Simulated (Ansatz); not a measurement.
# CuI: the cell at several levels of theory

The task here is to estimate one member of a computed series from the others.

The COD entry's cell or inner coordinates are ideal or old and differ from later refinements, so a difference from it is no clean test against experiment.

Code: Ansatz 0.2.0. PAW datasets, plane waves, zero pressure. Calculated at 0 K for a non-magnetic cell.

## Starting point

The symmetry is F-43m (No. 216, cubic); conventional cell a = 6.063 Å, 27.86 Å³ an atom. Near Cu stand 4 I at 2.63 Å; near I stand 4 Cu at 2.63 Å.

The structure in full:

Space group F-43m (No. 216). a = 6.063 Å, b = 6.063 Å, c = 6.063 Å, α = 90.00°, β = 90.00°, γ = 90.00°
```
atom  site  symmetry       x       y       z
  Cu    4d      -43m  0.2500  0.2500  0.7500
   I    4a      -43m  0.0000  0.0000  0.0000
```

Set-up of the first run:

input.yaml reads:

```yaml
crystal:
  lattice:
    - [0.0, 3.0315, 3.0315]
    - [3.0315, 0.0, 3.0315]
    - [3.0315, 3.0315, 0.0]
  atoms:
    - { symbol: Cu, position: [0.25, 0.25, 0.25] }
    - { symbol: I, position: [0.0, 0.0, 0.0] }
kpoints:
  mp_grid: { grid: [6, 6, 6] }
hamiltonian:
  xc: pbe
scf:
  occupations: { method: fermi_dirac, width: 0.02 }
relax:
  f_tol: 0.005
  cell: {}
```

Started as:

```sh
$ ansatz run input.yaml --threads 2 --pin off --max-ram 4608MiB --backend cpu --events-out ev --progress --plain --runs-dir out
```

Among the steps run: Relaxation with PBE; Relaxation with r2SCAN; PBEsol: cell and atoms; LDA: cell and atoms; Relaxation with HSE06.

One table of the session follows, with a row left open; its other results are not shown here.

| level | a (Å) | volume (Å³/atom) |
| --- | --- | --- |
| PBE | 6.079 | 28.079 |
| r2SCAN | 6.024 | 27.326 |
| PBEsol | 5.939 | 26.187 |
| LDA | ? | ? |
| HSE06 | 6.106 | 28.454 |

Q: Estimate the row for LDA from the others.

**Answer.** a (Å): 5.863; volume (Å³/atom): 25.194. In the column «a (Å)» it is the lowest.

What this shows: The first relaxation changed the volume by +0.8 % from the start. LDA gives the smallest cell and HSE06 the largest; they differ by 12.9 % in volume, a mean of 4.1 % in length. LDA's volume lies 10.3 % below PBE's. The meshes differ: PBE 6×6×6, r2SCAN 6×6×6, PBEsol 6×6×6, LDA 6×6×6, HSE06 4×4×4.
